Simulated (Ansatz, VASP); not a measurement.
This is a calculation of WC (Qusongite) for VASP 6.6.1. 

INCAR

```
PREC     = Accurate       # precision mode
ENCUT    = 600            # plane-wave cutoff, eV
EDIFF    = 1E-6           # SCF threshold, eV
ISMEAR   = -1             # smearing method
SIGMA    = 0.05           # smearing width, eV
LREAL    = False          # projectors in reciprocal space
LASPH    = True           # aspherical terms in the spheres
NELM     = 60             # most SCF steps
ALGO     = Normal         # electronic algorithm
ISIF     = 3              # what is computed and relaxed
LWAVE    = False          # write WAVECAR
LCHARG   = False          # write CHGCAR
GGA      = RE             # functional
IVDW     = 12             # dispersion correction
IBRION   = 2              # ionic algorithm
NSW      = 60             # ionic steps
EDIFFG   = -0.005         # ionic threshold
```

File KPOINTS:

```
Automatic mesh
0
Gamma
  10 10 9
```

File POSCAR:

```
WC
1.0
    2.9065000000      0.0000000000      0.0000000000
   -1.4532500000      2.5171028361      0.0000000000
    0.0000000000      0.0000000000      2.8366000000
W C
1 1
Direct
    0.0000000000      0.0000000000      0.0000000000
    0.6666666667      0.3333333333      0.5000000000
```

Potentials or basis: VASP PAW PBE potentials, release 64 (W_sv, C).

Command:

```bash
$ cat potpaw_PBE.64/W_sv/POTCAR potpaw_PBE.64/C/POTCAR > POTCAR
$ mpirun -np 1 vasp_std > vasp.out
```

**Question.** Set up the same calculation for Ansatz 0.2.0. Potentials or basis there: all-electron LAPW, scalar-relativistic.

**Answer.** As run (cutoffs and basis follow the program's own potentials, and thresholds, step limits or extra output files can differ):

Contents of input.yaml:

```yaml
crystal:
  lattice:
    - [2.9065, 0.0, 0.0]
    - [-1.45325, 2.5171028361, 0.0]
    - [0.0, 0.0, 2.8366]
  atoms:
    - { symbol: W, position: [0.0, 0.0, 0.0] }
    - { symbol: C, position: [0.6666666667, 0.3333333333, 0.5] }
kpoints:
  mp_grid: { grid: [10, 10, 9] }
scf:
  occupations: { method: fermi_dirac, width: 0.05 }
hamiltonian:
  xc: revpbe
  dispersion: d3bj
  pseudopotentials: { kind: all_electron, lapw: { basis_error: 0.001 } }
output:
  forces: true
  stress: true
relax:
  f_tol: 0.01
  max_steps: 60
  cell: {}
```

Potentials or basis: all-electron LAPW, scalar-relativistic.

Command:

```console
$ ansatz run input.yaml --threads 1 --pin off --max-ram 3072MiB --backend cpu --events-out ev --progress --plain --runs-dir out
```

Both were run:

|  | VASP | Ansatz |
| --- | --- | --- |
| Relaxed volume | 10.27 Å³/atom | 10.25 Å³/atom |
| Relaxed cell | a = 2.896 Å, b = 2.896 Å, c = 2.829 Å, α = 90.00°, β = 90.00°, γ = 120.00° | a = 2.893 Å, b = 2.893 Å, c = 2.826 Å, α = 90.00°, β = 90.00°, γ = 120.00° |
| Space group after relaxing | P-6m2 (No. 187) | P-6m2 (No. 187) |
| Pressure after relaxing | 0.0 GPa | 0.0 GPa |

VASP's potentials were made for PBE.

Where Ansatz's input types no cutoff or centring, it takes its own default and a Γ-centred mesh.

Pressure is positive in compression.
